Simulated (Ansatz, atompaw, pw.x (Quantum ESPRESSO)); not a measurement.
Equation-of-state test of one PAW (atompaw) potential (Te)

tellurium (Te), PAW, made with atompaw 4.2.0.5 (PBE, scalar-relativistic). Core [Kr] 4d10, reference 5s2 5p4. Waves: 5s (bound): rc 2.00 bohr; 5s channel at 2.15 Ry: rc 2.00 bohr; 5p (bound): rc 2.00 bohr; 5p channel at 1.05 Ry: rc 2.00 bohr; 5d channel at -0.15 Ry: rc 1.90 bohr. Local part: bessel scheme, radius 1.85 bohr. Core correction: smooth core density matched at 1.60 bohr. Augmentation charge: besselshape compensation charge, radius 1.90 bohr; PAW radius 2.00 bohr; waves and projectors: custom polynom2 7 10 vanderbiltortho.

Crystal test: fcc Te in pw.x 7.5, no spin, 12³ k-points, Fermi–Dirac smearing 0.01 Ry, cutoffs 40/400 Ry. The lattice is a test structure that the element need not adopt, and mesh and smearing are coarse.

pw.x input:

```
&control
  calculation='scf', prefix='x', pseudo_dir='./', outdir='./tmp', tstress=.true., disk_io='none'
/
&system
  ibrav=0, nat=1, ntyp=1, ecutwfc=40, ecutrho=400, nbnd=10,
  occupations='smearing', smearing='fd', degauss=0.01
/
&electrons
  conv_thr=1e-09, mixing_beta=0.4, electron_maxstep=70
/
ATOMIC_SPECIES
Te 1.0 Te.UPF
CELL_PARAMETERS angstrom
  0.00000000 2.42039904 2.42039904
  2.42039904 0.00000000 2.42039904
  2.42039904 2.42039904 0.00000000
ATOMIC_POSITIONS crystal
Te 0.0000 0.0000 0.0000
K_POINTS automatic
12 12 12 0 0 0
```

```bash
pw.x < Te.scf.in > Te.scf.out
```

**Question.** How does the run end?

**Answer.** It converges; the pressure is 0.31 GPa against 0.13 GPa from all-electron LAPW.  The log shows:

```
     total energy              =    -362.57953387 Ry
     estimated scf accuracy    <       0.00125570 Ry
     iteration #  2     ecut=    40.00 Ry     beta= 0.40
     negative rho (up, down):  2.329E-02 0.000E+00
     total energy              =    -362.57888267 Ry
     estimated scf accuracy    <       0.00041314 Ry
     iteration #  3     ecut=    40.00 Ry     beta= 0.40
     negative rho (up, down):  2.339E-02 0.000E+00
     total energy              =    -362.57889334 Ry
     estimated scf accuracy    <       0.00000084 Ry
     iteration #  4     ecut=    40.00 Ry     beta= 0.40
     negative rho (up, down):  2.340E-02 0.000E+00
     total energy              =    -362.57889427 Ry
     estimated scf accuracy    <       0.00000002 Ry
     iteration #  5     ecut=    40.00 Ry     beta= 0.40
     negative rho (up, down):  2.341E-02 0.000E+00
     total energy              =    -362.57889426 Ry
     estimated scf accuracy    <          8.6E-09 Ry
     iteration #  6     ecut=    40.00 Ry     beta= 0.40
     negative rho (up, down):  2.341E-02 0.000E+00
     total energy              =    -362.57889426 Ry
     estimated scf accuracy    <          2.0E-09 Ry
     iteration #  7     ecut=    40.00 Ry     beta= 0.40
     negative rho (up, down):  2.341E-02 0.000E+00
     the Fermi energy is     7.9852 ev
!    total energy              =    -362.57889426 Ry
     estimated scf accuracy    <          4.4E-11 Ry
     smearing contrib. (-TS)   =      -0.00432178 Ry
     The total energy is F=E-TS. E is the sum of the following terms:
     one-electron contribution =       6.22472275 Ry
     hartree contribution      =       0.45459794 Ry
     xc contribution           =     -13.26202278 Ry
     ewald contribution        =     -18.04317417 Ry
     one-center paw contrib.   =    -337.94869621 Ry
     convergence has been achieved in   7 iterations
     negative rho (up, down):  2.341E-02 0.000E+00
          total   stress  (Ry/bohr**3)                   (kbar)     P=        3.06
     Message from routine punch:
     Nothing written, as per user request (disk_io='none')
```
